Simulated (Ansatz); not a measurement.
# What MoS2 monolayer (1T) distorts into, part 2 of 3

Wanted: the energy along a soft mode of MoS2 monolayer (1T) and the structure at the end.

Ansatz 0.2.0; DFT PBEsol, scalar-relativistic, plane waves, PAW; PAW set soft_1.

So far, highest frequency on the path or at a solved wavevector (cm⁻¹): step 2 (response at finite wavevector) 402. Also lowest frequency on the path (cm⁻¹): step 2 -289.

## 6. Relaxation from the frozen mode

Starting from the lowest point found, all atoms and the cell are let go, so that strain and other modes of the same symmetry can join in.

The program solves this slab on a cell height of its own, 30.6 Å, in place of the one typed.

input.yaml reads:

```yaml
crystal:
  lattice:
    - [3.1127453568, 0.0, 0.0]
    - [-1.0e-10, 5.391433109, 0.0]
    - [0.0, 0.0, 29.504]
  atoms:
    - { symbol: Mo, position: [0.5, 0.5407973404, 0.3390859943] }
    - { symbol: Mo, position: [0.0, -0.0407973404, 0.3387881923] }
    - { symbol: S, position: [0.0, 0.3324159674, 0.3903629243] }
    - { symbol: S, position: [0.5, 0.8342506993, 0.3963530443] }
    - { symbol: S, position: [0.5, 0.1675840326, 0.2875112623] }
    - { symbol: S, position: [1.0, 0.6657493007, 0.2815211423] }
  periodic: [true, true, false]
kpoints:
  mp_grid: { grid: [12, 8, 1] }
hamiltonian:
  xc: pbesol
  pseudopotentials: { kind: paw, azcp: { folder: soft_1 }, xc_functional: pbe }
scf:
  occupations: { method: methfessel_paxton, width: 0.2 }
output:
  forces: true
  stress: true
  eigenvalues: true
  write_density: true
  write_potential: true
  elf: true
  volumetric_format: npy
relax:
  adjacent_minimum: "off"
  f_tol: 0.002
  max_steps: 120
  cell: { stress_2d_tol: 0.005 }
```

On the command line:

```bash
ansatz run input.yaml --threads 4 --pin off --max-ram 16384MiB --backend cpu --events-out ev --progress --plain --runs-dir out
```

Numbers of over 12 decimals in the logs are rounded to 6 here.

What it wrote:

```text
[...]
Crystal: 6 atoms, lattice volume = 513.131 Å³
Basis set: ecut = 420 eV, 10023 PW (Γ), exchange–correlation on 48×80×432 points (8 copies of the dense FFT grid, shifted against one another)
Bands: 32, of which v1, the nominal top of the filled ones, is band 26 counted from 1 (25 counted from 0)
Symmetry: 4 space group operations
[...]
k-points: 35 of 96
[...]
SCF iter   1: F=—  HF=-13341.735450 eV  |F-HF|=—  |Δ(HF+E_count)|=         —  Δρ=3.94e-2  dr2=1.18e1  ethr=3.10e-3  ⟨swp⟩=15.8  Hψ=9357  notcnv=0
[...]
SCF iter  13: F=-13338.934719 eV  HF=-13338.934719 eV  |F-HF|=1.38e-9  |Δ(HF+E_count)|=  1.69e-10  S|Δr|=    0.00e0  Δρ=1.30e-7  dr2=8.61e-11  ethr=2.70e-12  ⟨swp⟩=10.7  Hψ=9891  notcnv=0
SCF 1 converged in 13 iterations: F = -13338.934719 eV  dr2 = 8.61e-11
[...]
relax step   1: F+E_penalty+E_count = -13338.93471866 eV  Δ(F+E_penalty+E_count) = +0.000e0 eV  max|allowed force component| = 7.478e-1 eV/Å  Δτ_max = 0.0000 Å  P = +1.840 N/m  Ω = 513.131 Å³  fix = [c, alpha, beta]  reactions: c +0.000 N/m; alpha +0.000 N/m/rad  (13 SCF iters, dr2 threshold 1.00e-7 eV, accepted)
Crystal: 6 atoms, lattice volume = 537.078 Å³
Basis set: ecut = 420 eV, 10519 PW (Γ), exchange–correlation on 48×80×432 points (8 copies of the dense FFT grid, shifted against one another)
[...]
iter 1 solved again at ethr=1.64e-4 eV; its pass at ethr=3.10e-3 eV (dr2=8.54e-2 eV) is discarded
[...]
SCF iter   7: F=-13339.118451 eV  HF=-13339.118451 eV  |F-HF|=1.27e-7  |Δ(HF+E_count)|=   4.75e-7  S|Δr|=    0.00e0  Δρ=5.17e-6  dr2=2.96e-7  ethr=1.15e-9  ⟨swp⟩=24.2  Hψ=15006  notcnv=0
SCF 2 converged in 7 iterations: F = -13339.118451 eV  dr2 = 2.96e-7
relax step   2: F+E_penalty+E_count = -13339.11845081 eV  Δ(F+E_penalty+E_count) = -1.837e-1 eV  max|allowed force component| = 3.869e-1 eV/Å  Δτ_max = 0.1414 Å  P = +0.173 N/m  Ω = 537.078 Å³  energy of the carried Pulay correction = -8.802e-4 eV  fix = [c, alpha, beta]  reactions: c +0.000 N/m; alpha +0.000 N/m/rad  (7 SCF iters, dr2 threshold 6.00e-7 eV, accepted)
Crystal: 6 atoms, lattice volume = 542.794 Å³
Basis set: ecut = 420 eV, 10611 PW (Γ), exchange–correlation on 48×80×432 points (8 copies of the dense FFT grid, shifted against one another)
[...]
SCF iter   7: F=-13339.157455 eV  HF=-13339.157454 eV  |F-HF|=2.74e-7  |Δ(HF+E_count)|=   5.61e-7  S|Δr|=    0.00e0  Δρ=5.51e-6  dr2=1.02e-7  ethr=1.15e-9  ⟨swp⟩=23.9  Hψ=15240  notcnv=0
SCF 3 converged in 7 iterations: F = -13339.157455 eV  dr2 = 1.02e-7
relax step   3: F+E_penalty+E_count = -13339.15745461 eV  Δ(F+E_penalty+E_count) = -3.900e-2 eV  max|allowed force component| = 2.748e-1 eV/Å  Δτ_max = 0.0759 Å  P = +0.130 N/m  Ω = 542.794 Å³  energy of the carried Pulay correction = -1.084e-3 eV  fix = [c, alpha, beta]  reactions: c -0.000 N/m; alpha +0.000 N/m/rad  (7 SCF iters, dr2 threshold 6.00e-7 eV, accepted)
[... from here on, the SCF cycles and remarks between the steps are left out ...]
relax step   4: F+E_penalty+E_count = -13339.16593234 eV  Δ(F+E_penalty+E_count) = -8.478e-3 eV  max|allowed force component| = 9.268e-2 eV/Å  Δτ_max = 0.0284 Å  P = -0.093 N/m  Ω = 541.438 Å³  energy of the carried Pulay correction = -1.036e-3 eV  fix = [c, alpha, beta]  reactions: c +0.000 N/m; alpha +0.000 N/m/rad  (6 SCF iters, dr2 threshold 6.00e-7 eV, accepted)
relax step   5: F+E_penalty+E_count = -13339.16655071 eV  Δ(F+E_penalty+E_count) = -6.184e-4 eV  max|allowed force component| = 1.590e-2 eV/Å  Δτ_max = 0.0063 Å  P = -0.015 N/m  Ω = 541.919 Å³  energy of the carried Pulay correction = -1.053e-3 eV  fix = [c, alpha, beta]  reactions: c +0.000 N/m; alpha +0.000 N/m/rad  (5 SCF iters, dr2 threshold 5.37e-7 eV, accepted)
relax step   6: F+E_penalty+E_count = -13339.16661085 eV  Δ(F+E_penalty+E_count) = -6.015e-5 eV  max|allowed force component| = 5.455e-3 eV/Å  Δτ_max = 0.0019 Å  P = +0.009 N/m  Ω = 541.686 Å³  energy of the carried Pulay correction = -1.045e-3 eV  fix = [c, alpha, beta]  reactions: c +0.000 N/m; alpha -0.000 N/m/rad  (5 SCF iters, dr2 threshold 1.58e-8 eV, accepted)
relax step   7: F+E_penalty+E_count = -13339.16659068 eV  Δ(F+E_penalty+E_count) = +2.018e-5 eV  max|allowed force component| = 1.469e-2 eV/Å  Δτ_max = 0.0020 Å  P = -0.002 N/m  Ω = 541.571 Å³  energy of the carried Pulay correction = -1.041e-3 eV  fix = [c, alpha, beta]  (6 SCF iters, dr2 threshold 1.86e-9 eV, rejected (line search))
relax step   8: F+E_penalty+E_count = -13339.16661672 eV  Δ(F+E_penalty+E_count) = -5.871e-6 eV  max|allowed force component| = 4.956e-4 eV/Å  Δτ_max = 0.0009 Å  P = +0.001 N/m  Ω = 541.701 Å³  energy of the carried Pulay correction = -1.046e-3 eV  fix = [c, alpha, beta]  reactions: c +0.000 N/m; alpha -0.000 N/m/rad  (9 SCF iters, accepted)
relax step   9: F+E_penalty+E_count = -13339.16794341 eV  Δ(F+E_penalty+E_count) = -1.327e-3 eV  max|allowed force component| = 5.417e-4 eV/Å  Δτ_max = 0.0000 Å  P = +0.009 N/m  Ω = 541.701 Å³  fix = [c, alpha, beta]  reactions: c -0.000 N/m; alpha -0.000 N/m/rad  stress off target by 1.25e-2 N/m on what of the cell is left free  SCF on the basis re-selected at this cell (its energy is not comparable with the rows above)  (8 SCF iters)
relax step  10: F+E_penalty+E_count = -13339.16794186 eV  Δ(F+E_penalty+E_count) = +1.550e-6 eV  max|allowed force component| = 3.170e-4 eV/Å  Δτ_max = 0.0002 Å  P = -0.000 N/m  Ω = 541.769 Å³  energy of the carried Pulay correction = -2.422e-6 eV  fix = [c, alpha, beta]  reactions: c +0.000 N/m; alpha +0.000 N/m/rad  (5 SCF iters, dr2 threshold 2.17e-10 eV, accepted)
[...]
SCF iter   1: F=—  HF=-13339.167854 eV  |F-HF|=—  |Δ(HF+E_count)|=         —  Δρ=1.49e-6  dr2=3.34e-8  ethr=5.12e-7  ⟨swp⟩=6.9  Hψ=14710  notcnv=0
eigensolver tolerance schedule: the retry pair's looser diagonalisation over-reported the residual by 7965.04 of it (diagonalisation noise at an unbounded share of the residual, at the tolerance the schedule requests for it); recorded, not acted on — ethr = c·dr2/N_el stays at c = 1.0e-1
SCF iter   2: F=—  HF=-13339.167944 eV  |F-HF|=—  |Δ(HF+E_count)|=   9.02e-5  S|Δr|=    0.00e0  Δρ=3.33e-6  dr2=2.57e-7  ethr=6.43e-11  ⟨swp⟩=6.8  Hψ=5057  notcnv=0
[...]
SCF iter  10: F=-13339.167944 eV  HF=-13339.167944 eV  |F-HF|=5.46e-11  |Δ(HF+E_count)|=  8.00e-11  S|Δr|=    0.00e0  Δρ=2.07e-9  dr2=2.57e-14  ethr=1.00e-12  ⟨swp⟩=11.4  Hψ=7375  notcnv=0
SCF 11 converged in 10 iterations: F = -13339.167944 eV  dr2 = 2.57e-14
relax step  11: F+E_penalty+E_count = -13339.16794367 eV  Δ(F+E_penalty+E_count) = -1.811e-6 eV  max|allowed force component| = 3.188e-4 eV/Å  Δτ_max = 0.0000 Å  P = -0.000 N/m  Ω = 541.769 Å³  fix = [c, alpha, beta]  reactions: c -0.000 N/m; alpha +0.000 N/m/rad  stress off target by 5.57e-4 N/m on what of the cell is left free  SCF on the basis re-selected at this cell (its energy is not comparable with the rows above)  (10 SCF iters)
[...]
SCF converged after 10 iterations
[...]
Free energy (F): -13339.167944 eV
[...]
Internal energy: -13339.168382 eV  (E = F + TS)
E sigma→0 (E₀):  -13339.168053 eV
Entropy (-TS):   0.000438 eV (0.073 meV/atom)
Fermi energy:    -5.777481 eV
[...]
--- Forces (eV/Å), atoms counted from 1 ---
  atom   1  Mo     0.00000000    -0.00031878     0.00009639
  atom   2  Mo    -0.00000000     0.00031878    -0.00009639
  atom   3  S      0.00000000    -0.00004706    -0.00027054
  atom   4  S      0.00000000    -0.00002167    -0.00015384
  atom   5  S     -0.00000000     0.00004706     0.00027054
  atom   6  S     -0.00000000     0.00002167     0.00015384
  max |Σ_I F_I| component: 1.02e-20 eV/Å
--- 2D stress c σ (N/m, compression-positive) ---
       -0.000201       0.000000       0.000000
        0.000000      -0.000557      -0.000000
        0.000000      -0.000000      -0.000000
  P = ½ c Tr σ = -0.0004 N/m
--- Band table (eV; the first three rows and the last of 35) ---
  k-point 0: bands = [... 22 lower, -6.7452, -6.2891, -6.1067, -5.8533, -5.2693, -5.0609, -3.6952, -3.4237, ... 2 higher]
  k-point 1: bands = [... 22 lower, -6.7861, -6.3770, -6.1773, -5.9958, -5.2502, -5.1259, -3.6784, -3.3771, ... 2 higher]
  k-point 2: bands = [... 22 lower, -6.8903, -6.4656, -6.4078, -6.2728, -5.2883, -5.2603, -3.6414, -3.2038, ... 2 higher]
  k-point 34: bands = [... 22 lower, -7.6519, -7.6519, -6.6119, -6.6119, -3.8297, -3.8297, -3.0196, -3.0196, ... 2 higher]
--- Relaxed structure (9 steps of the walk, 8 accepted, 2 SCFs on fresh bases) ---
  F+E_penalty+E_count = -13339.16794367 eV   max|allowed force component| = 3.188e-4 eV/Å   (the final SCF, on the basis selected at the relaxed cell)
  cell:  # Å, volume = 541.7692 Å³
    - [3.134387, 2.9068217080343023e-11, 0]
    - [-5.24260081820612e-11, 5.653026, 0]
    - [0, 0, 30.576000873216]
  atoms:
    - { symbol: Mo, position: [0.500000, 0.551302, 0.324590] }
    - { symbol: Mo, position: [0, -0.051302, 0.329518] }
    - { symbol: S, position: [0, 0.328046, 0.370450] }
    - { symbol: S, position: [0.500000, 0.832355, 0.383495] }
    - { symbol: S, position: [0.500000, 0.171954, 0.283658] }
    - { symbol: S, position: [1.000000, 0.667645, 0.270613] }
```

Run time: 2.6 min. Hardware: 4 threads of Arm Neoverse V1, shared host; peak memory 1.1 GiB.

Relaxation path:

```
step  energy less that of the first step (eV)  largest force component (eV/Å)  volume (Å³)
   1                                   0.0000                          0.7478       513.13
   2                                  -0.1837                          0.3869       537.08
   3                                  -0.2227                          0.2748       542.79
   4                                  -0.2312                          0.0927       541.44
   5                                  -0.2318                          0.0159       541.92
   6                                  -0.2319                          0.0055       541.69
   7                                  -0.2319                          0.0147       541.57
   8                                  -0.2319                          0.0005       541.70
  9*                                  -0.2332                          0.0005       541.70
  10                                  -0.2332                          0.0003       541.77
 11*                                  -0.2332                          0.0003       541.77
```

Relaxation steps marked * repeat the geometry before them on a plane-wave basis chosen anew for their cell, so energy and pressure can jump there. Relaxation step 7 was tried and not accepted.

The run keeps the 4 symmetry operations that it works with, so distortions that break them were not tested.

```
cell as run  before  after  change
      a (Å)   3.113  3.134  +0.7 %
      b (Å)   5.391  5.653  +4.9 %
```

The atoms that moved most (Å, along periodic axes as changes of fractional coordinates times the final cell, across vacuum about the mean position):

```
atom     dx      dy      dz  length
  S5  0.000   0.025   0.190   0.192
  S3  0.000  -0.025  -0.190   0.192
 Mo1  0.000   0.059  -0.080   0.099
 Mo2  0.000  -0.059   0.080   0.099
  S4  0.000  -0.011   0.032   0.033
  S6  0.000   0.011  -0.032   0.033
```

The relaxed structure:

```cif
data_structure
_symmetry_space_group_name_H-M 'P 1'
_symmetry_Int_Tables_number 1
_cell_length_a 3.1344
_cell_length_b 5.6530
_cell_length_c 30.5760
_cell_angle_alpha 90.000
_cell_angle_beta 90.000
_cell_angle_gamma 90.000
_cell_volume 541.77
loop_
_atom_site_label
_atom_site_type_symbol
_atom_site_fract_x
_atom_site_fract_y
_atom_site_fract_z
_atom_site_occupancy
Mo1 Mo 0.50000 0.55130 0.32459 1
Mo2 Mo 0.00000 0.94870 0.32952 1
S3 S 0.00000 0.32805 0.37045 1
S4 S 0.50000 0.83236 0.38349 1
S5 S 0.50000 0.17195 0.28366 1
S6 S 0.00000 0.66764 0.27061 1
```

This step gave:

```yaml
area_per_atom: 2.953 Å²
```

ELF in the bc plane at fractional x = 0.000, with atoms of Mo and S within 0.2 Å of it. It is the smooth field of the valence electrons, not physical close to the nuclei.

Values, 24 rows by 16 columns, each cell a mean:
```
0.00 0.00 0.00 0.00 0.00 0.00 0.00 0.00 0.00 0.00 0.00 0.00 0.00 0.00 0.00 0.00
0.00 0.00 0.00 0.00 0.00 0.00 0.00 0.00 0.00 0.00 0.00 0.00 0.00 0.00 0.00 0.00
0.00 0.00 0.00 0.00 0.00 0.00 0.00 0.00 0.00 0.00 0.00 0.00 0.00 0.00 0.00 0.00
0.00 0.00 0.00 0.00 0.00 0.00 0.00 0.00 0.00 0.00 0.00 0.00 0.00 0.00 0.00 0.00
0.00 0.00 0.00 0.00 0.00 0.00 0.00 0.00 0.00 0.00 0.00 0.00 0.00 0.00 0.00 0.00
0.00 0.00 0.00 0.00 0.00 0.00 0.00 0.00 0.00 0.00 0.00 0.00 0.00 0.00 0.00 0.00
0.00 0.00 0.00 0.00 0.00 0.00 0.00 0.00 0.00 0.00 0.00 0.00 0.00 0.00 0.00 0.00
0.00 0.00 0.00 0.00 0.00 0.00 0.00 0.00 0.00 0.00 0.00 0.00 0.00 0.00 0.00 0.00
0.00 0.00 0.00 0.00 0.00 0.00 0.00 0.00 0.00 0.00 0.00 0.00 0.00 0.00 0.00 0.00
0.00 0.00 0.00 0.00 0.00 0.00 0.00 0.00 0.00 0.00 0.00 0.00 0.00 0.00 0.00 0.00
0.00 0.00 0.00 0.00 0.00 0.00 0.00 0.00 0.00 0.00 0.00 0.00 0.00 0.00 0.00 0.00
0.00 0.00 0.00 0.00 0.00 0.00 0.00 0.00 0.00 0.00 0.00 0.00 0.00 0.00 0.00 0.00
0.00 0.00 0.00 0.00 0.01 0.02 0.01 0.00 0.00 0.00 0.00 0.00 0.00 0.00 0.00 0.00
0.01 0.01 0.06 0.22 0.42 0.51 0.46 0.30 0.10 0.01 0.01 0.01 0.01 0.02 0.01 0.01
0.08 0.17 0.54 0.81 0.76 0.68 0.76 0.82 0.57 0.15 0.03 0.05 0.09 0.13 0.15 0.12
0.45 0.35 0.50 0.72 0.60 0.42 0.57 0.71 0.55 0.28 0.21 0.22 0.19 0.34 0.48 0.48
0.48 0.34 0.19 0.16 0.13 0.12 0.16 0.28 0.42 0.51 0.54 0.50 0.40 0.43 0.51 0.49
0.10 0.12 0.12 0.09 0.05 0.03 0.11 0.50 0.78 0.69 0.36 0.39 0.75 0.81 0.53 0.17
0.01 0.01 0.01 0.01 0.01 0.01 0.04 0.26 0.58 0.76 0.82 0.82 0.75 0.56 0.23 0.03
0.00 0.00 0.00 0.00 0.00 0.00 0.00 0.01 0.05 0.11 0.14 0.14 0.10 0.05 0.01 0.00
0.00 0.00 0.00 0.00 0.00 0.00 0.00 0.00 0.00 0.00 0.00 0.00 0.00 0.00 0.00 0.00
0.00 0.00 0.00 0.00 0.00 0.00 0.00 0.00 0.00 0.00 0.00 0.00 0.00 0.00 0.00 0.00
0.00 0.00 0.00 0.00 0.00 0.00 0.00 0.00 0.00 0.00 0.00 0.00 0.00 0.00 0.00 0.00
0.00 0.00 0.00 0.00 0.00 0.00 0.00 0.00 0.00 0.00 0.00 0.00 0.00 0.00 0.00 0.00
```
Columns run along b (5.7 Å), rows up along c (30.6 Å). Atoms in or near the plane, at fractional coordinates: Mo at (0.95, 0.33), S at (0.33, 0.37), S at (0.67, 0.27).

Valence density in the bc plane at fractional x = 0.000, with atoms of Mo and S within 0.2 Å of it. It is the smooth field of the valence electrons, not physical close to the nuclei.

Values in e/Å³, 24 rows by 16 columns, each cell a mean:
```
0.0 0.0 0.0 0.0 0.0 0.0 0.0 0.0 0.0 0.0 0.0 0.0 0.0 0.0 0.0 0.0
0.0 0.0 0.0 0.0 0.0 0.0 0.0 0.0 0.0 0.0 0.0 0.0 0.0 0.0 0.0 0.0
0.0 0.0 0.0 0.0 0.0 0.0 0.0 0.0 0.0 0.0 0.0 0.0 0.0 0.0 0.0 0.0
0.0 0.0 0.0 0.0 0.0 0.0 0.0 0.0 0.0 0.0 0.0 0.0 0.0 0.0 0.0 0.0
0.0 0.0 0.0 0.0 0.0 0.0 0.0 0.0 0.0 0.0 0.0 0.0 0.0 0.0 0.0 0.0
0.0 0.0 0.0 0.0 0.0 0.0 0.0 0.0 0.0 0.0 0.0 0.0 0.0 0.0 0.0 0.0
0.0 0.0 0.0 0.0 0.0 0.0 0.0 0.0 0.0 0.0 0.0 0.0 0.0 0.0 0.0 0.0
0.0 0.0 0.0 0.0 0.0 0.0 0.0 0.0 0.0 0.0 0.0 0.0 0.0 0.0 0.0 0.0
0.0 0.0 0.0 0.0 0.0 0.0 0.0 0.0 0.0 0.0 0.0 0.0 0.0 0.0 0.0 0.0
0.0 0.0 0.0 0.0 0.0 0.0 0.0 0.0 0.0 0.0 0.0 0.0 0.0 0.0 0.0 0.0
0.0 0.0 0.0 0.0 0.0 0.0 0.0 0.0 0.0 0.0 0.0 0.0 0.0 0.0 0.0 0.0
0.0 0.0 0.0 0.0 0.0 0.0 0.0 0.0 0.0 0.0 0.0 0.0 0.0 0.0 0.0 0.0
0.0 0.0 0.0 0.0 0.0 0.0 0.0 0.0 0.0 0.0 0.0 0.0 0.0 0.0 0.0 0.0
0.0 0.0 0.0 0.0 0.0 0.0 0.0 0.0 0.0 0.0 0.0 0.0 0.0 0.0 0.0 0.0
0.1 0.1 0.2 0.5 0.7 0.7 0.7 0.5 0.2 0.1 0.1 0.1 0.1 0.1 0.1 0.1
2.6 1.1 0.6 0.7 0.8 0.6 0.8 0.7 0.4 0.2 0.2 0.2 0.4 1.2 2.7 3.5
2.7 1.1 0.3 0.2 0.1 0.1 0.1 0.2 0.3 0.5 0.6 0.6 0.6 1.4 2.9 3.7
0.1 0.1 0.1 0.1 0.1 0.1 0.1 0.2 0.6 1.0 0.8 0.8 1.0 0.6 0.2 0.1
0.0 0.0 0.0 0.0 0.0 0.0 0.0 0.0 0.1 0.2 0.3 0.2 0.2 0.1 0.0 0.0
0.0 0.0 0.0 0.0 0.0 0.0 0.0 0.0 0.0 0.0 0.0 0.0 0.0 0.0 0.0 0.0
0.0 0.0 0.0 0.0 0.0 0.0 0.0 0.0 0.0 0.0 0.0 0.0 0.0 0.0 0.0 0.0
0.0 0.0 0.0 0.0 0.0 0.0 0.0 0.0 0.0 0.0 0.0 0.0 0.0 0.0 0.0 0.0
0.0 0.0 0.0 0.0 0.0 0.0 0.0 0.0 0.0 0.0 0.0 0.0 0.0 0.0 0.0 0.0
0.0 0.0 0.0 0.0 0.0 0.0 0.0 0.0 0.0 0.0 0.0 0.0 0.0 0.0 0.0 0.0
```
Columns run along b (5.7 Å), rows up along c (30.6 Å). Atoms in or near the plane, at fractional coordinates: Mo at (0.95, 0.33), S at (0.33, 0.37), S at (0.67, 0.27).

Electrostatic potential energy in the bc plane at fractional x = 0.000, with atoms of Mo and S within 0.2 Å of it. With pseudopotentials it is smooth inside the atoms' cores, unlike the true potential.

Values in eV, 24 rows by 16 columns, each cell a mean:
```
  0   0   0   0   0   0   0   0   0   0   0   0   0   0   0   0
  0   0   0   0   0   0   0   0   0   0   0   0   0   0   0   0
  0   0   0   0   0   0   0   0   0   0   0   0   0   0   0   0
  0   0   0   0   0   0   0   0   0   0   0   0   0   0   0   0
  0   0   0   0   0   0   0   0   0   0   0   0   0   0   0   0
  0   0   0   0   0   0   0   0   0   0   0   0   0   0   0   0
  0   0   0   0   0   0   0   0   0   0   0   0   0   0   0   0
  0   0   0   0   0   0   0   0   0   0   0   0   0   0   0   0
  0   0   0   0   0   0   0   0   0   0   0   0   0   0   0   0
  0   0   0   0   0   0   0   0   0   0   0   0   0   0   0   0
  0   0   0   0   0   0   0   0   0   0   0   0   0   0   0   0
  0   0   0   0   0   0   0   0   0   0   0   0   0   0   0   0
  0   0   0   0   0   0   0   0   0   0   0   0   0   0   0   0
  0   0   0   0   0   0   0   0   0   0   0   0   0   0   0   0
 -2  -2  -4 -13 -21 -23 -21 -14  -4  -2  -1  -2  -2  -3  -3  -2
-27 -21 -12 -17 -24 -26 -24 -17  -7  -4  -3  -5 -11 -22 -27 -28
-27 -21 -10  -4  -3  -2  -3  -4  -6 -10 -13 -14 -16 -23 -28 -29
 -2  -2  -2  -2  -2  -1  -2  -4 -15 -31 -34 -34 -30 -14  -4  -3
  0   0   0   0   0   0   0  -1  -2  -3  -5  -5  -3  -1  -1   0
  0   0   0   0   0   0   0   0   0   0   0   0   0   0   0   0
  0   0   0   0   0   0   0   0   0   0   0   0   0   0   0   0
  0   0   0   0   0   0   0   0   0   0   0   0   0   0   0   0
  0   0   0   0   0   0   0   0   0   0   0   0   0   0   0   0
  0   0   0   0   0   0   0   0   0   0   0   0   0   0   0   0
```
Columns run along b (5.7 Å; values clipped at the 3rd and 97th percentile), rows up along c (30.6 Å). Atoms in or near the plane, at fractional coordinates: Mo at (0.95, 0.33), S at (0.33, 0.37), S at (0.67, 0.27).

The distorted start has space group P2_1/m; the relaxation ends in P2_1/m.

## 7. The new phase in its own primitive cell

The relaxed structure is symmetrised, reduced to its primitive cell and relaxed tightly, as its phonons need.

input.yaml reads:

```yaml
crystal:
  lattice:
    - [3.1343869597, 0.0, 0.0]
    - [-1.0e-10, 5.6530263257, 0.0]
    - [0.0, 0.0, 30.5760008732]
  atoms:
    - { symbol: Mo, position: [0.5, 0.5513021585, 0.3245899119] }
    - { symbol: Mo, position: [0.0, -0.0513021585, 0.3295178664] }
    - { symbol: S, position: [0.0, 0.3280457248, 0.370449722] }
    - { symbol: S, position: [0.5, 0.8323550809, 0.3834946321] }
    - { symbol: S, position: [0.5, 0.1719542752, 0.2836580564] }
    - { symbol: S, position: [1.0, 0.6676449191, 0.2706131462] }
  periodic: [true, true, false]
kpoints:
  mp_grid: { grid: [12, 6, 1] }
hamiltonian:
  xc: pbesol
  pseudopotentials: { kind: paw, azcp: { folder: soft_1 }, xc_functional: pbe }
scf:
  occupations: { method: methfessel_paxton, width: 0.2 }
output:
  forces: true
  stress: true
  eigenvalues: true
relax:
  adjacent_minimum: "off"
  f_tol: 0.001
  max_steps: 60
  cell: { stress_2d_tol: 0.002 }
```

What it wrote:

```text
[...]
Crystal: 6 atoms, lattice volume = 541.769 Å³
Basis set: ecut = 420 eV, 10579 PW (Γ), exchange–correlation on 48×80×432 points (8 copies of the dense FFT grid, shifted against one another)
Bands: 32, of which v1, the nominal top of the filled ones, is band 26 counted from 1 (25 counted from 0)
Symmetry: 4 space group operations
[...]
k-points: 28 of 72
[...]
cell:  # Å, volume = 541.7576 Å³
    - [3.134022, 2.7719862949590658e-11, 0]
    - [-5.0004746041653676e-11, 5.653563, 0]
    - [0, 0, 30.5760008732]
  atoms:
    - { symbol: Mo, position: [0.5, 0.551305, 0.324601] }
    - { symbol: Mo, position: [0, -0.051305, 0.329507] }
    - { symbol: S, position: [0, 0.327983, 0.370448] }
    - { symbol: S, position: [0.500000, 0.832407, 0.383496] }
    - { symbol: S, position: [0.5, 0.172017, 0.283660] }
    - { symbol: S, position: [1.000000, 0.667593, 0.270612] }
[key lines of the parts left out:]
SCF converged after 10 iterations
Free energy (F): -13339.168037 eV
Fermi energy:    -5.775440 eV
P = ½ c Tr σ = 0.0005 N/m
```

It took 47 s on 4 threads; peak memory 1.1 GiB.

Little changed from the start: no atom moved by 0.005 Å and no cell edge by 0.1 %.

The largest force component left is 0.52 meV/Å, within the tolerances set.

[end of part 2 of 3]

[Logs are printed without paths, hosts, clocks, repeated set-up lines and the standing remarks that a program may print on its own settings, such as how far it seeks lower states.]

[Hosts, paths, dates, database ids (printed as entryN), source tags and the programs' standing remarks are cut or masked in the printed files.]
